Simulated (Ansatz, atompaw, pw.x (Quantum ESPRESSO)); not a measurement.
## Equation-of-state test of one PAW (atompaw) potential (Ga)

| Item | Value |
| --- | --- |
| Element | Ga |
| Generator | atompaw 4.2.0.5 |
| Type | PAW |
| Functional | LDA (PW92) |
| Relativity | scalar-relativistic |
| Frozen core | [Ar] |
| Valence charge | 13 |
| Reference configuration | 3d10 4s2 4p1 |
| Partial waves | 4s (bound): rc 2.25 bohr; 4s channel at 4.1 Ry: rc 2.25 bohr; 4p (bound): rc 1.65 bohr; 4p channel at 1.25 Ry: rc 1.65 bohr; 3d (bound): rc 1.35 bohr; 3d channel at -0.25 Ry: rc 1.35 bohr |
| Local potential | bessel scheme, radius 2.00 bohr |
| Core correction | smooth core density matched at 2.20 bohr |
| Augmentation charge | sinc compensation charge, radius 2.10 bohr; PAW radius 2.25 bohr; waves and projectors: custom polynom vanderbiltortho |

Atomic tests: cutoffs needed: 90 Ry and 140 Ry (the cutoffs (Ry, on a coarse ladder) from which the occupation-weighted sum of valence levels, in a spherical-Bessel basis at the reference potential, stays within 10 and 1 mRy of its value at 400 Ry); ghost test: no extra level below or beside the all-electron valence levels (s, p, d, f tested) (spherical-Bessel basis up to 400 Ry, 20 bohr box); lowest eigenvalue of the overlap operator: 0.17 (s channel).

Crystal test: fcc Ga in pw.x 7.5, no spin, 14³ k-points, Fermi–Dirac smearing 0.01 Ry, cutoffs 170/900 Ry. The reference is all-electron LAPW (Ansatz 0.2.0) with the same functional, mesh and smearing; V0 and B0 come from Birch–Murnaghan fits to the pressures at five volumes. Errors are pseudo minus all-electron; Δ is the rms difference of the E(V) curves that follow from these fits, minima aligned, over ±6 % about the mean V0. Mesh and smearing are coarse, so the numbers serve the comparison and aren't converged zero-temperature values; the lattice is a test structure that the element need not adopt.

All-electron: a0 = 4.093 Å (V0 = 17.15 Å³/atom), B0 = 65.0 GPa.

How far does the potential miss the all-electron equation of state?

mean pressure error (GPa): +0.20; a0 (Å): 4.097; a0 error (%): +0.10; B0 error (%): +0.0; Δ (meV/atom): 0.7.

```tsv
V (Å³/atom)	P all-electron (GPa)	P pseudo (GPa)
16.293	3.76	4.01
16.721	1.73	1.96
17.150	-0.02	0.18
17.579	-1.53	-1.35
18.008	-2.83	-2.67
```

At the middle volume, how do free energy and pressure move when the wave cutoff is lowered (ecutrho held at 900 Ry)?

```
cutoff (Ry)  shift of F (meV/atom)  shift of P (GPa)
         76                 +233.7             -8.67
        102                  +25.4             -0.28
        136                   +8.3             -0.64
```

Input at the middle volume:

```
&control
  calculation='scf', prefix='x', pseudo_dir='./', outdir='./tmp', tstress=.true., disk_io='low'
/
&system
  ibrav=0, nat=1, ntyp=1, ecutwfc=170, ecutrho=900, nbnd=14,
  occupations='smearing', smearing='fd', degauss=0.01
/
&electrons
  conv_thr=1e-09, mixing_beta=0.4, electron_maxstep=70
/
ATOMIC_SPECIES
Ga 1.0 Ga.UPF
CELL_PARAMETERS angstrom
  0.00000000 2.04681242 2.04681242
  2.04681242 0.00000000 2.04681242
  2.04681242 2.04681242 0.00000000
ATOMIC_POSITIONS crystal
Ga 0.0000 0.0000 0.0000
K_POINTS automatic
14 14 14 0 0 0
```

```bash
pw.x < Ga.scf.in > Ga.scf.out
```

Lines of the output:

```
Message from routine setup:
     using ibrav=0 with symmetry is DISCOURAGED, use correct ibrav instead
     lattice parameter (alat)  =       5.4701  a.u.
     unit-cell volume          =     115.7339 (a.u.)^3
     number of electrons       =        13.00
     number of Kohn-Sham states=           14
     kinetic-energy cutoff     =     170.0000  Ry
     charge density cutoff     =     900.0000  Ry
     scf convergence threshold =      1.0E-09
     Exchange-correlation= SLA PW NOGX NOGC
     number of k points=   104  Fermi-Dirac smearing, width (Ry)=  0.0100
     iteration #  1     ecut=   170.00 Ry     beta= 0.40
     total energy              =    -272.36887677 Ry
     estimated scf accuracy    <       0.00673104 Ry
     iteration #  2     ecut=   170.00 Ry     beta= 0.40
     total energy              =    -272.36926493 Ry
     estimated scf accuracy    <       0.00095786 Ry
     iteration #  3     ecut=   170.00 Ry     beta= 0.40
     total energy              =    -272.36926539 Ry
     estimated scf accuracy    <       0.00007518 Ry
     iteration #  4     ecut=   170.00 Ry     beta= 0.40
     total energy              =    -272.36927679 Ry
     estimated scf accuracy    <       0.00000089 Ry
     iteration #  5     ecut=   170.00 Ry     beta= 0.40
     total energy              =    -272.36927710 Ry
     estimated scf accuracy    <       0.00000002 Ry
     iteration #  6     ecut=   170.00 Ry     beta= 0.40
     the Fermi energy is    13.2966 ev
!    total energy              =    -272.36927711 Ry
     estimated scf accuracy    <          9.3E-10 Ry
     smearing contrib. (-TS)   =      -0.00162297 Ry
     The total energy is F=E-TS. E is the sum of the following terms:
     one-electron contribution =     -88.91580972 Ry
     hartree contribution      =      28.35733636 Ry
     xc contribution           =     -15.99549318 Ry
     ewald contribution        =    -100.16271171 Ry
     one-center paw contrib.   =     -95.65097590 Ry
     convergence has been achieved in   6 iterations
          total   stress  (Ry/bohr**3)                   (kbar)     P=        1.82
```

The run at the middle volume (104 k-points, 6 iterations) took about 53 s on one core of a shared host (Intel(R) Xeon(R) Platinum 8488C, 96 threads, 744 GiB, load 38).
